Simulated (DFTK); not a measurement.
Write the native input for DFTK 0.8.2 that does the following.

| Property | Result |
| --- | --- |
| Task | equation of state |
| Functional | PBEsol |
| Potentials or basis | dojo.nc.sr.pbesol.v0_4_1.standard.upf (PBEsol) |
| Cutoff | 1143 eV |
| k mesh | 12 × 12 × 6 |
| Occupations | fermi-dirac, width 0.05 eV |
| Spin | no spin polarisation |
| Valence electrons | B 3, N 5 |
| Volume scales | [0.94, 0.96, 0.98, 1.0, 1.02, 1.04, 1.06] |
| SCF tolerance on the density | 1e-06 |

BN:

```
N B
1.0
     2.55394    0.00000    0.00000
    -1.27697    2.21178    0.00000
     0.00000    0.00000    4.22685
N B
2 2
Direct
  0.33333 0.66667 0.12528
  0.66667 0.33333 0.62528
  0.33333 0.66667 0.49972
  0.66667 0.33333 0.99972
```

Measurements of this composition are mostly on another form, of space group No. 194.

One way to write it, as run:

run.jl

```julia
using DFTK
using PseudoPotentialData
using Unitful, UnitfulAtomic
using LinearAlgebra, Printf
include("save.jl")
disable_threading()

# lattice vectors are the columns
lattice = austrip(1u"Å") * [  2.5539396017  -1.2769698009            0.0;
                      0.0   2.2117765748            0.0;
                      0.0            0.0       4.226855]
symbols   = [:N, :N, :B, :B]
positions = [[0.3333333333, 0.6666666667, 0.125276],
             [0.6666666667, 0.3333333333, 0.625276],
             [0.3333333333, 0.6666666667, 0.499724],
             [0.6666666667, 0.3333333333, 0.999724]]
pseudopotentials = PseudoFamily("dojo.nc.sr.pbesol.v0_4_1.standard.upf")
elements = Dict(s => ElementPsp(s, pseudopotentials) for s in unique(symbols))
atoms    = [elements[s] for s in symbols]

build_model(lattice, positions; symmetries=true) =
    model_DFT(lattice, atoms, positions;
              functionals=PBEsol(),
              temperature=austrip(0.05u"eV"),
              smearing=Smearing.FermiDirac(),
              symmetries)
Ecut  = 42.0  # hartree
kgrid = [12, 12, 6]
tol   = 1e-6
to_GPa = ustrip(uconvert(u"GPa", 1u"hartree/bohr^3"))

results["points"] = []
for scale in [0.94, 0.96, 0.98, 1.0, 1.02, 1.04, 1.06]
    println("\n=== scale = ", scale)
    model = build_model(cbrt(scale) * lattice, positions)
    basis = PlaneWaveBasis(model; Ecut, kgrid)
    t0 = time()
    scfres = self_consistent_field(basis;
                                   tol,
                                   nbandsalg=AdaptiveBands(model; n_bands_converge=13))
    seconds = time() - t0
    @printf "SCF: %d iterations, %.1f s\n" scfres.n_iter seconds
    forces = compute_forces_cart(scfres)
    stress = compute_stresses_cart(scfres)
    @printf "V = %.5f Å^3  F = %.8f Ha  max force = %.5f eV/Å  p = %.4f GPa\n" ustrip(auconvert(u"Å^3", model.unit_cell_volume)) scfres.energies.total ustrip(auconvert(u"eV/Å", maximum(norm, forces))) (-tr(stress) / 3 * to_GPa)
    push!(results["points"], save_scf!(scfres; forces, stress, d=Dict{String,Any}("seconds" => seconds, "n_matvec" => get(scfres, :n_matvec, 0))))
end

# third-order Birch-Murnaghan fit in x = V^(-2/3)
V = [0.94, 0.96, 0.98, 1.0, 1.02, 1.04, 1.06] * abs(det(lattice))
E = [p["total"] for p in results["points"]]
x = V .^ (-2 / 3)
c = [x .^ 0 x x .^ 2 x .^ 3] \ E
Δ = c[3]^2 - 3c[2] * c[4]
if Δ > 0
    x0 = (-c[3] + sqrt(Δ)) / 3c[4]
    B0 = 4 / 9 * x0^(7 / 2) * (2c[3] + 6c[4] * x0)
    @printf "V0 = %.4f Å^3  B0 = %.2f GPa\n" ustrip(auconvert(u"Å^3", x0^(-3 / 2))) B0 * to_GPa
end
```

Potentials or basis: dojo.nc.sr.pbesol.v0_4_1.standard.upf (PBEsol).

Command:

```bash
$ julia --threads=1 run.jl  # save.jl only writes the numbers to a file and isn't shown; printed stress counts tension as positive; times include loading and compiling
```

Results of the run:

```json
{
 "Equilibrium volume": "5.89 Å³/atom",
 "Bulk modulus at fixed shape and positions": "385 GPa",
 "Pressure derivative of the bulk modulus": "3.7"
}
```

Caveat: the cell was scaled at fixed shape and fractional positions, which overstates the stiffness of a crystal with free parameters, most of all of layers and chains.

It took 17 min on 1 thread of Intel(R) Xeon(R) Platinum 8559C (Emerald Rapids) (shared host), peak memory 2.2 GiB.
